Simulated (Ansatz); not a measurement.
# How the conductance of Cu/BN/Ni changes with thickness

Aim: the conductance of Cu/BN/Ni junctions as the barrier thickens. The lower electrode is Cu fcc(111), the upper one Ni fcc(111); the barrier is BN zinc blende(111) (whole bilayers). In the first transport cell, after relaxation, the nearest pair of electrode and barrier is Cu–N at 1.99 Å, along the normal, at the lower face and Ni–B at 2.40 Å, at a slant, at the upper one. All share a net of side 2.567 Å, which strains the lower electrode by +0.0 %, the upper one by +3.1 % and the barrier by +0.0 %, against typed lattice constants near PBE's. The first steps treat the bulk electrodes alone.

Main program and level: Ansatz 0.2.0; PBE DFT, plane waves, PAW files, in the first sound run; inputs show where later runs differ.

## (1) Starting point

It takes space group Fm-3m (No. 225, cubic). Conventional cell: a = 3.630 Å, b = 3.630 Å, c = 3.630 Å, α = 90.00°, β = 90.00°, γ = 90.00°. Nearest to Cu lie 12 Cu at 2.57 Å.

## (2) Layer spacing of the electrode, electrode Cu fcc(111), spin none

The electrode is held to the junction's net and relaxed along the normal; its spacing is used for the ideal lead layers.

Contents of input.yaml:

```yaml
crystal:
  lattice:
    - [2.567, 0.0, 0.0]
    - [-1.2835, 2.2230872115, 0.0]
    - [0.0, 0.0, 6.2869974147]
  atoms:
    - { symbol: Cu, position: [0.0, 0.0, 0.0] }
    - { symbol: Cu, position: [0.3333333333, 0.6666666667, 0.3333333333] }
    - { symbol: Cu, position: [0.6666666667, 0.3333333333, 0.6666666667] }
kpoints:
  mp_grid: { grid: [18, 18, 5] }
scf:
  occupations: { method: fermi_dirac, width: 0.1 }
  max_iter: 150
hamiltonian:
  xc: pbe
relax:
  f_tol: 0.01
  max_steps: 40
  cell: { fix: [a, b, angles] }
```

Launch:

```sh
> ansatz run input.yaml --threads 4 --pin off --max-ram 12288MiB --backend cpu --events-out ev --progress --plain --runs-dir out
```

Numbers of over 12 decimals in the logs are rounded to 6 here.

The program printed:

```text
Engine: ansatz 0.2.0, aarch64-unknown-linux-gnu
Pseudopotentials: kind: paw
Pseudopotential: Cu, paw, valence charge 19, recommended cutoff 420 eV (normal), Cu.paw.azcp
Functional definition: PBE
  parameter kappa = 0.804
  parameter beta = 0.066725
  exchange = pbe_x(kappa = kappa, mu = beta*pi^2/3)
  correlation = pbe_c(beta = beta)
Crystal: 3 atoms, lattice volume = 35.878 Å³
Basis set: ecut = 420 eV, 723 PW (Γ), exchange–correlation on 36×36×90 points (8 copies of the dense FFT grid, shifted against one another)
Bands: 35, of which v1, the nominal top of the filled ones, is band 29 counted from 1 (28 counted from 0)
Symmetry: 36 space group operations
Space group: R-3m (ITA 166), of the structure as read, at distance tolerance 3.3e-5 Å
k-points: 165 of 1620
Non-local potential: Cu, projectors of the file, l = 0: 3, l = 1: 2, l = 2: 3, l = 3: 1
PAW form: soft (Blöchl's): semilocal exchange-correlation on the pseudo side does not see the compensation charge
PAW one-centre angular grid: Cu, 590 points (default); XC on 64 Gauss nodes
Initial density: superposition of atomic densities (neutral atoms: chi_scale 0, normalization atom), corrected by the library's trained network
Initial wavefunctions: pseudopotential atomic-orbital guess
Functional: x = pbe(κ = 0.804, μ = 0.219515), c = pbe(β = 0.066725)
SCF iter   1: F=—  HF=-19875.537766 eV  |F-HF|=—  |Δ(HF+E_count)|=         —  Δρ=7.40e-4  dr2=5.03e-5  ethr=1.77e-3  ⟨swp⟩=5.1  Hψ=18777  notcnv=0  defer=60
preconditioner: auto → Kerker (q_TF=auto, 2.947 Å⁻¹)  [metal: Δε(μ)=0.026 eV  Ē_g=11.183 eV  σ=0.100 eV  W_gap=0.06  n_scr=10 (ndim 8)  ℏωp=35.6 eV  f_vac=0.000  D(μ)=0.91/eV (n_scr^D=4)]
SCF iter   2: F=—  HF=-19875.538172 eV  |F-HF|=—  |Δ(HF+E_count)|=   4.05e-4  Δρ=4.70e-4  dr2=2.92e-5  ethr=8.82e-8  ⟨swp⟩=3.1  Hψ=15104  notcnv=0  defer=62
SCF iter   3: F=—  HF=-19875.538219 eV  |F-HF|=—  |Δ(HF+E_count)|=   4.76e-5  Δρ=1.78e-4  dr2=3.69e-6  ethr=5.11e-8  ⟨swp⟩=2.0  Hψ=8313  notcnv=0  defer=62
SCF iter   4: F=—  HF=-19875.538221 eV  |F-HF|=—  |Δ(HF+E_count)|=   1.35e-6  Δρ=4.95e-5  dr2=5.03e-7  ethr=6.47e-9  ⟨swp⟩=2.1  Hψ=8509  notcnv=0  defer=62
iter 5 did not close the SCF: its close was put off for the readings that it lacked (scf_convergence_deferred on its scf_iter line)
SCF iter   5: F=-19875.538221 eV  HF=-19875.538221 eV  |F-HF|=8.15e-10  |Δ(HF+E_count)|=   2.88e-7  Δρ=1.40e-5  dr2=4.79e-8  ethr=8.83e-10  ⟨swp⟩=2.0  Hψ=8146  notcnv=0  defer=62
SCF iter   6: F=-19875.538221 eV  HF=-19875.538221 eV  |F-HF|=1.27e-10  |Δ(HF+E_count)|=   1.95e-8  Δρ=3.15e-6  dr2=2.46e-9  ethr=8.40e-11  ⟨swp⟩=2.3  Hψ=17912  notcnv=0
SCF 1 converged in 6 iterations: F = -19875.538221 eV  dr2 = 2.46e-9
  greatest PAW one-centre occupation: 1.000 electrons in one spin orbital (limit 2), on the Cu atom at site 2 (counted from 0), in its partial waves of l = 0
relax step   1: F+E_penalty+E_count = -19875.53822092 eV  Δ(F+E_penalty+E_count) = +0.000e0 eV  max|allowed force component| = 3.010e-27 eV/Å  Δτ_max = 0.0000 Å  P = -0.003 GPa  Ω = 35.878 Å³  fix = [a, b, alpha, beta, gamma]  reactions: a +0.056, b +0.056 GPa  (6 SCF iters, dr2 threshold 1.00e-7 eV, accepted)
Crystal: 3 atoms, lattice volume = 35.870 Å³
Initial density: handed on by an earlier stage of this run
Initial wavefunctions: those handed on with the density
iter 1 solved again at ethr=2.47e-9 eV; its pass at ethr=3.10e-3 eV (dr2=1.41e-6 eV) is discarded
SCF iter   1: F=—  HF=-19875.538223 eV  |F-HF|=—  |Δ(HF+E_count)|=         —  Δρ=8.13e-5  dr2=1.48e-6  ethr=2.47e-9  ⟨swp⟩=2.1  Hψ=23911  notcnv=0
preconditioner: auto → Kerker (q_TF=auto, 2.947 Å⁻¹)  [metal: Δε(μ)=0.027 eV  Ē_g=11.183 eV  σ=0.100 eV  W_gap=0.07  n_scr=10 (ndim 8)  ℏωp=35.6 eV  f_vac=0.000  D(μ)=0.91/eV (n_scr^D=4)]
SCF iter   2: F=—  HF=-19875.538231 eV  |F-HF|=—  |Δ(HF+E_count)|=   8.03e-6  Δρ=1.92e-5  dr2=1.05e-7  ethr=2.47e-9  ⟨swp⟩=2.2  Hψ=7637  notcnv=0
SCF iter   3: F=—  HF=-19875.538231 eV  |F-HF|=—  |Δ(HF+E_count)|=   4.83e-8  Δρ=1.36e-5  dr2=5.30e-8  ethr=1.84e-10  ⟨swp⟩=2.3  Hψ=8716  notcnv=0
iter 4 did not close the SCF: its close was put off for the readings that it lacked (scf_convergence_deferred on its scf_iter line)
SCF iter   4: F=-19875.538231 eV  HF=-19875.538231 eV  |F-HF|=1.77e-9  |Δ(HF+E_count)|=   7.61e-9  Δρ=2.83e-6  dr2=1.16e-9  ethr=9.30e-11  ⟨swp⟩=2.1  Hψ=7445  notcnv=0
iter 5 did not close the SCF: its close was put off for the readings that it lacked (scf_convergence_deferred on its scf_iter line)
SCF iter   5: F=-19875.538231 eV  HF=-19875.538231 eV  |F-HF|=7.28e-12  |Δ(HF+E_count)|=   2.79e-9  Δρ=5.33e-7  dr2=7.20e-11  ethr=2.04e-12  ⟨swp⟩=2.0  Hψ=10513  notcnv=0
SCF iter   6: F=-19875.538231 eV  HF=-19875.538231 eV  |F-HF|=3.64e-12  |Δ(HF+E_count)|=  2.55e-11  Δρ=1.23e-7  dr2=3.95e-12  ethr=1.00e-12  ⟨swp⟩=1.8  Hψ=13320  notcnv=0
SCF 2 converged in 6 iterations: F = -19875.538231 eV  dr2 = 3.95e-12
relax step   2: F+E_penalty+E_count = -19875.53823106 eV  Δ(F+E_penalty+E_count) = -1.014e-5 eV  max|allowed force component| = 1.007e-27 eV/Å  Δτ_max = 0.0000 Å  P = +0.026 GPa  Ω = 35.870 Å³  energy of the carried Pulay correction = +5.671e-6 eV  fix = [a, b, alpha, beta, gamma]  reactions: a +0.074, b +0.074 GPa  (6 SCF iters, dr2 threshold 3.66e-8 eV, accepted)
Crystal: 3 atoms, lattice volume = 35.860 Å³
iter 1 solved again at ethr=4.58e-9 eV; its pass at ethr=3.10e-3 eV (dr2=2.61e-6 eV) is discarded
SCF iter   1: F=—  HF=-19875.538233 eV  |F-HF|=—  |Δ(HF+E_count)|=         —  Δρ=1.10e-4  dr2=2.74e-6  ethr=4.58e-9  ⟨swp⟩=2.1  Hψ=23613  notcnv=0
preconditioner: auto → Kerker (q_TF=auto, 2.947 Å⁻¹)  [metal: Δε(μ)=0.029 eV  Ē_g=11.185 eV  σ=0.100 eV  W_gap=0.07  n_scr=10 (ndim 8)  ℏωp=35.6 eV  f_vac=0.000  D(μ)=0.91/eV (n_scr^D=4)]
SCF iter   2: F=—  HF=-19875.538241 eV  |F-HF|=—  |Δ(HF+E_count)|=   7.87e-6  Δρ=2.53e-5  dr2=1.88e-7  ethr=4.58e-9  ⟨swp⟩=2.2  Hψ=7833  notcnv=0
SCF iter   3: F=—  HF=-19875.538241 eV  |F-HF|=—  |Δ(HF+E_count)|=   8.35e-8  Δρ=1.80e-5  dr2=9.72e-8  ethr=3.30e-10  ⟨swp⟩=2.3  Hψ=8907  notcnv=0
iter 4 did not close the SCF: its close was put off for the readings that it lacked (scf_convergence_deferred on its scf_iter line)
SCF iter   4: F=-19875.538241 eV  HF=-19875.538241 eV  |F-HF|=2.99e-9  |Δ(HF+E_count)|=   1.49e-8  Δρ=3.98e-6  dr2=2.50e-9  ethr=1.70e-10  ⟨swp⟩=2.1  Hψ=7446  notcnv=0
iter 5 did not close the SCF: its close was put off for the readings that it lacked (scf_convergence_deferred on its scf_iter line)
SCF iter   5: F=-19875.538241 eV  HF=-19875.538241 eV  |F-HF|=1.46e-11  |Δ(HF+E_count)|=   4.65e-9  Δρ=8.49e-7  dr2=2.02e-10  ethr=4.39e-12  ⟨swp⟩=2.0  Hψ=10501  notcnv=0
SCF iter   6: F=-19875.538241 eV  HF=-19875.538241 eV  |F-HF|=3.64e-12  |Δ(HF+E_count)|=  4.73e-11  Δρ=2.03e-7  dr2=1.15e-11  ethr=1.00e-12  ⟨swp⟩=2.0  Hψ=15112  notcnv=0
SCF 3 converged in 6 iterations: F = -19875.538241 eV  dr2 = 1.15e-11
relax step   3: F+E_penalty+E_count = -19875.53824110 eV  Δ(F+E_penalty+E_count) = -1.004e-5 eV  max|allowed force component| = 8.975e-29 eV/Å  Δτ_max = 0.0000 Å  P = +0.066 GPa  Ω = 35.860 Å³  energy of the carried Pulay correction = +1.346e-5 eV  fix = [a, b, alpha, beta, gamma]  reactions: a +0.099, b +0.099 GPa  (6 SCF iters, dr2 threshold 1.23e-8 eV, accepted)
Initial wavefunctions: pseudopotential atomic-orbital guess (no wavefunctions were taken with the density)
iter 1 solved again at ethr=6.52e-10 eV; its pass at ethr=3.10e-3 eV (dr2=3.71e-7 eV) is discarded
SCF iter   1: F=—  HF=-19875.538219 eV  |F-HF|=—  |Δ(HF+E_count)|=         —  Δρ=1.58e-6  dr2=1.31e-10  ethr=6.52e-10  ⟨swp⟩=4.2  Hψ=39779  notcnv=0
preconditioner: auto → Kerker (q_TF=auto, 2.947 Å⁻¹)  [metal: Δε(μ)=0.028 eV  Ē_g=11.186 eV  σ=0.100 eV  W_gap=0.07  n_scr=10 (ndim 8)  ℏωp=35.6 eV  f_vac=0.000  D(μ)=0.91/eV (n_scr^D=4)]
SCF iter   2: F=—  HF=-19875.538227 eV  |F-HF|=—  |Δ(HF+E_count)|=   8.22e-6  Δρ=1.49e-6  dr2=4.68e-10  ethr=1.00e-12  ⟨swp⟩=2.1  Hψ=10686  notcnv=0
SCF iter   3: F=—  HF=-19875.538227 eV  |F-HF|=—  |Δ(HF+E_count)|=  1.09e-11  Δρ=5.49e-7  dr2=6.18e-11  ethr=1.00e-12  ⟨swp⟩=1.0  Hψ=5775  notcnv=0
iter 4 did not close the SCF: its close was put off for the readings that it lacked (scf_convergence_deferred on its scf_iter line)
SCF iter   4: F=-19875.538227 eV  HF=-19875.538227 eV  |F-HF|=7.28e-12  |Δ(HF+E_count)|=  1.82e-11  Δρ=1.61e-7  dr2=5.41e-12  ethr=1.00e-12  ⟨swp⟩=1.0  Hψ=5775  notcnv=0
iter 5 did not close the SCF: its close was put off for the readings that it lacked (scf_convergence_deferred on its scf_iter line)
SCF iter   5: F=-19875.538227 eV  HF=-19875.538227 eV  |F-HF|=3.64e-12  |Δ(HF+E_count)|=    0.00e0  Δρ=4.92e-8  dr2=5.90e-13  ethr=1.00e-12  ⟨swp⟩=1.0  Hψ=5775  notcnv=0
iter 6 did not close the SCF: its close was put off for the readings that it lacked (scf_convergence_deferred on its scf_iter line)
SCF iter   6: F=-19875.538227 eV  HF=-19875.538227 eV  |F-HF|=7.28e-12  |Δ(HF+E_count)|=  3.64e-12  Δρ=1.15e-8  dr2=3.75e-14  ethr=1.00e-12  ⟨swp⟩=1.0  Hψ=5775  notcnv=0
iter 7 did not close the SCF: its close was put off for the readings that it lacked (scf_convergence_deferred on its scf_iter line)
SCF iter   7: F=-19875.538227 eV  HF=-19875.538227 eV  |F-HF|=3.64e-12  |Δ(HF+E_count)|=  3.64e-12  Δρ=1.42e-9  dr2=4.97e-16  ethr=1.00e-12  ⟨swp⟩=1.0  Hψ=5775  notcnv=0
SCF iter   8: F=-19875.538227 eV  HF=-19875.538227 eV  |F-HF|=3.64e-12  |Δ(HF+E_count)|=  3.64e-12  Δρ=4.09e-10  dr2=2.20e-17  ethr=1.00e-12  ⟨swp⟩=2.1  Hψ=15113  notcnv=0
SCF 4 converged in 8 iterations: F = -19875.538227 eV  dr2 = 2.20e-17
relax step   4: F+E_penalty+E_count = -19875.53822726 eV  Δ(F+E_penalty+E_count) = +1.384e-5 eV  max|allowed force component| = 4.926e-29 eV/Å  Δτ_max = 0.0000 Å  P = +0.067 GPa  Ω = 35.860 Å³  fix = [a, b, alpha, beta, gamma]  reactions: a +0.100, b +0.100 GPa  stress off target by 1.08e-3 GPa on what of the cell is left free  SCF on the basis re-selected at this cell (its energy is not comparable with the rows above)  (8 SCF iters)
basis re-selected at this cell: Δ(F+E_penalty+E_count) = +1.384e-5 eV, ΔP = +0.001 GPa vs the last step (what re-selecting the basis moved, of the pressure what is left beyond the Pulay correction that the steps carried, after the strain that the cell walked since its last selection, with what the two solves' SCF thresholds leave and, on support functions, any second-order correction that the steps lacked; it is no m [...]
SCF converged after 8 iterations
Free energy (F): -19875.538227 eV
Harris-Foulkes:  -19875.538227 eV  (|F-HF|=3.64e-12)
Internal energy: -19875.508208 eV  (E = F + TS)
E sigma→0 (E₀):  -19875.523218 eV
Entropy (-TS):   -0.030019 eV (-10.006 meV/atom)
Fermi energy:    16.528495 eV
--- Per-component energies (eV) ---
  E_band       = -1090.869654
  E_kinetic    = 899.393562
  E_local      = -12217.355679  (includes V_loc(G=0)·N_el)
  E_nonlocal   = 1169.646173
  E_hartree    = 5379.884713
  E_xc         = -268.458861
  E_vxc        = -346.425681  (∫ρ·V_xc dr)
  E_paw        = -4988.833286  (= ΣΔE_a)
  E_vpaw       = -1355.898184  (= ΣTr[D̂ρ^β])
  E_aug_tail   = 0.000731  (compensation charges beyond the density's cutoff)
  E_ewald      = -9849.785562
  E_smearing   = -0.030019  (= −TS)
  E_closure    = -0.000000  (closes the sum)
  Σ components = -19875.538227   (vs F -19875.538227, Δ=0.00e0)
--- Forces (eV/Å), atoms counted from 1 ---
  atom   1  Cu     0.00000000    -0.00000000     0.00000000
  atom   2  Cu     0.00000000    -0.00000000     0.00000000
  atom   3  Cu    -0.00000000    -0.00000000     0.00000000
  max |Σ_I F_I| component: 5.60e-29 eV/Å
--- Stress (GPa, compression-positive) ---
        0.099756       0.000000       0.000000
       -0.000000       0.099756      -0.000000
        0.000000      -0.000000       0.001082
  P = ⅓ Tr σ = 0.0669 GPa (0.669 kbar)
--- Relaxed structure (3 steps of the walk, 3 accepted, 1 SCFs on fresh bases) ---
  F+E_penalty+E_count = -19875.53822726 eV   max|allowed force component| = 4.926e-29 eV/Å   (the final SCF, on the basis selected at the relaxed cell)
  cell:  # Å, volume = 35.8600 Å³
    - [2.567000, 0, 0]
    - [-1.283500, 2.223087, 0]
    - [0, 0, 6.283883]
  atoms:
    - { symbol: Cu, position: [0, 0, 0] }
    - { symbol: Cu, position: [0.333333, 0.666667, 0.333333] }
    - { symbol: Cu, position: [0.666667, 0.333333, 0.666667] }
```

The job ended after 10 s (4 threads of Arm Neoverse V1, shared host; peak memory 0.45 GiB; 37 s of CPU time).

Little changed from the start: no atom moved by 0.005 Å and no cell edge by 0.1 %.

This step gave:

| Item | Value |
| --- | --- |
| free energy | -19875.5382 eV |
| Fermi energy | 16.53 eV |
| pressure | 0.06686 GPa |

[end of part 1 of 8]

[Logs are printed without paths, hosts, clocks, repeated set-up lines and the standing remarks that a program may print on its own settings, such as how far it seeks lower states.]

[Hosts, paths, dates, database ids (printed as entryN), source tags and the programs' standing remarks are cut or masked in the printed files.]
